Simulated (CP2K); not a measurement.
The system is Ca.

```
Ca
1.0
     3.81429    0.00000    0.00000
    -1.28541    3.59117    0.00000
    -1.26444   -1.79558    3.11863
Ca
1
Direct
  0.50000 0.50000 0.00000
```

This isn't the form of Ca at room conditions, which is fcc.

Base run:

- Program: CP2K 2026.2
- Functional: PBEsol
- Potentials or basis: POTENTIAL_UZH Ca GTH-PBE-q10; TZVP-MOLOPT-PBE-GTH basis
- Density cutoff: 9184 eV
- k mesh: 9 × 9 × 9
- Occupations: fermi-dirac, width 0.05 eV
- Spin: no spin polarisation

Its results: band gap on the k mesh none (metal or under the smearing width); pressure -0.6 GPa.

Q: The run is repeated on the same cell with these changes: functional from PBEsol to OLYP. What comes out?

A: Band gap on the k mesh none (metal or under the smearing width); pressure 0.9 GPa.

OLYP binds less tightly than PBEsol, so the same cell stands under more pressure.

Caveats: the potentials were made for another functional, which shifts forces and pressure; the basis of atomic orbitals isn't converged, which shifts pressures, moduli and gaps.
